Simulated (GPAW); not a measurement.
Crystal: KBr.

```
CELL_PARAMETERS angstrom
0.00000 3.30000 3.30000
3.30000 0.00000 3.30000
3.30000 3.30000 0.00000
ATOMIC_POSITIONS crystal
Br 0.50000 0.50000 0.50000
K 0.00000 0.00000 0.00000
```

* Program: GPAW 26.7.0
* Task: relaxation of cell and atoms
* Functional: PBEsol
* Dispersion: D4
* Potentials or basis: PAW data sets generated in the run's folder for this functional
* Cutoff: 600 eV
* Basis: pw
* k mesh: 7 × 7 × 7
* Occupations: fermi-dirac, width 0.05 eV
* Spin: no spin polarisation

At the start: pressure -0.7 GPa; volume 35.94 Å³/atom.

Question: Where does the relaxation end?

Answer: Over 3 steps the energy falls by 3.6 meV/atom and the volume is 34.17 Å³/atom (-4.9 %); space group Fm-3m (No. 225, to 0.05 Å).

The path:
```csv
step,energy change (eV),largest force (eV/Å),pressure (GPa),volume (Å³)
1,0.0000,0.0000,-0.70,71.87
2,-0.0010,0.0000,-0.65,71.63
3,-0.0072,0.0000,0.05,68.35
```

Final structure:
```
CELL_PARAMETERS angstrom
0.00001 3.24516 3.24516
3.24516 0.00001 3.24516
3.24516 3.24516 0.00001
ATOMIC_POSITIONS crystal
Br 0.50000 0.50000 0.50000
K 0.00000 0.00000 0.00000
```

Caveat: later steps reuse the first step's grids.
